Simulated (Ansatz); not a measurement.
## Forms of Be₂Se: one energy to predict

These are results of Ansatz 0.2.0, DFT PBE, scalar-relativistic, plane waves, PAW, not measurements. Settings: cutoff 420 eV, Γ-centred meshes spaced at most about 0.3 Å⁻¹, and about 0.25 Å⁻¹ or finer for metals (2π included), Gaussian smearing. No spin polarisation.

All energies are static (0 K, no zero-point motion). Rows are sorted by volume; energies count from the lowest form computed. Coordination counts Se atoms around Be (those within 1.25 times the shortest such distance or 1.15 times the sum of covalent radii, 1.27 where that leaves under three; the shortest distance is added where it exceeds 1.18 times the sum of covalent radii; a slash parts the counts of unlike sites). The table shows 6 of 14 forms computed.

| row | form | source | atoms | coordination | V (Å³/atom) | gap on mesh (eV) | ΔE (meV/atom) |
| --- | --- | --- | --- | --- | --- | --- | --- |
| 1 | P4/mmm | invented | 6 | Be 2/4/8 from 2.8 Å | 13.0 | 0 | 521 |
| 2 | AlB2 type, P6/mmm | invented | 3 | Be 6 from 2.7 Å | 13.3 | 0 | 742 |
| 3 | anti-cadmium iodide type, P-3m1 | invented | 3 | Be 3 | 14.0 | 0 | ? |
| 4 | Pnma | invented | 12 | Be 2/3 | 14.2 | 0 | 39 |
| 5 | P-4m2 | invented | 9 | Be 2/2 from 3.0 Å/4/8 from 3.8 Å | 15.1 | 0 | 0 |
| 6 | anti-fluorite type, Fm-3m | invented | 3 | Be 4 | 15.5 | 0 | 885 |

The cell of row 3:

Space group P-3m1 (No. 164). a = 3.349 Å, b = 3.349 Å, c = 4.315 Å, α = 90.00°, β = 90.00°, γ = 120.00°
```csv
atom,site,symmetry,x,y,z
Be,2d,3m.,0.3333,0.6667,0.6882
Se,1a,-3m.,0.0000,0.0000,0.0000
```

Question: How far above the lowest form does the open row lie?

Answer: 0.43 eV/atom, which puts it above row 4 and below row 1. Counting Se atoms around Be, row 3 has Be 3 and the lowest form (row 5) has Be 2/2 from 3.0 Å/4/8 from 3.8 Å. Shaken at random and relaxed again, this cell falls into a cell with space group C2/m (No. 12), 0.42 eV/atom lower, so it is a saddle point or a shallow minimum.

An observed structure of this formula, if there is one, may be missing.

Cells without such a test can be saddle points. Some candidate types were left out of the draw beforehand, so a known form may be missing.

The anti-cadmium iodide cell lies far above the lowest form, but its distortion to C2/m recovers almost all of that energy. The penalty therefore belongs to this particular high-symmetry arrangement rather than to the composition.

Electron count probably explains much of the ordering. With selenium as selenide, Be₂Se keeps two valence electrons per formula unit that Be–Se bonding doesn't need. Anti-fluorite suits compounds of monovalent metals, where no such surplus exists; here it is the highest row, although every Be has four Se neighbours. The lowest form instead combines fourfold Be with Be far from any Se, which suggests BeSe-like regions beside beryllium-rich ones where Be–Be bonding can take up the surplus. Unlike Be sites alone are not enough, as P4/mmm shows, and density doesn't set the order either.

The zero gaps fit this picture but don't prove it. Since BeSe is the familiar selenide, separation into BeSe and beryllium is the obvious competitor, and the energies among Be₂Se forms don't test it.
